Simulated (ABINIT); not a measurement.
Re:

```
CELL_PARAMETERS angstrom
2.76639 0.00000 0.00000
-1.38319 2.39576 0.00000
0.00000 0.00000 8.93885
ATOMIC_POSITIONS crystal
Re 0.66667 0.33333 0.75000
Re 0.00000 0.00000 0.50000
Re 0.33333 0.66667 0.25000
Re 0.00000 0.00000 0.00000
```

Base run:

- Program: ABINIT 10.8.3 (patched build)
- Functional: BLYP
- Potentials or basis: JTH PAW PBE v2.0
- Cutoff: 599 eV
- k mesh: 11 × 11 × 3
- Occupations: fermi-dirac, width 0.05 eV
- Spin: no spin polarisation

Its results: band gap on the k mesh none (metal or under the smearing width); pressure 16.5 GPa.

Q: After a change of settings the same cell gave: band gap on the k mesh none (metal or under the smearing width); pressure 6.6 GPa. Which change was it?
A. functional from BLYP to SOGGA
B. functional from BLYP to rPW86PBE
C. functional from BLYP to HCTH407
D. functional from BLYP to RPBE

A: D.

Caveats: so large a pressure means that the cell lies far from this level's equilibrium, or that cutoff or potentials fall short (some runs); the potentials were made for another functional, which shifts forces and pressure (some runs); the PAW data sets were made with another functional, which shifts forces and pressure a little (some runs).

Not every run made on this cell is shown here.
